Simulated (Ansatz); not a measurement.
Crystal: Fe.

```
Fe
1.0
     0.00000    1.94174    1.96511
     1.49844    0.00000    1.96511
     1.49844    1.94174    0.00000
Fe
1
Direct
  0.00000 0.00000 0.00000
```

Base run:

- Program: Ansatz 0.2.0
- Functional: PBEsol
- Potentials or basis: all-electron LAPW, inner shells corrected to Dirac's equation
- Cutoff: 316 eV (chosen from the basis error)
- Basis error allowed: 0.001 eV/atom
- k mesh: 13 × 13 × 13
- Occupations: fermi-dirac, width 0.05 eV
- Spin: collinear spin, ferromagnetic start
- Starting moments: [3.0] μB

Its results: pressure -10.5 GPa; net moment 2.17 μB per cell; site moments Fe +2.22 μB.

Q: After a change of settings the same cell gave: pressure -6.7 GPa; net moment 2.20 μB per cell; site moments Fe +2.25 μB. Which change was it?
A. potentials or basis from all-electron LAPW, inner shells corrected to Dirac's equation to all-electron LAPW, scalar-relativistic
B. potentials or basis from all-electron LAPW, inner shells corrected to Dirac's equation to all-electron PAW datasets made for the crystal
C. potentials or basis from all-electron LAPW, inner shells corrected to Dirac's equation to all-electron LAPW, non-relativistic

A: C.
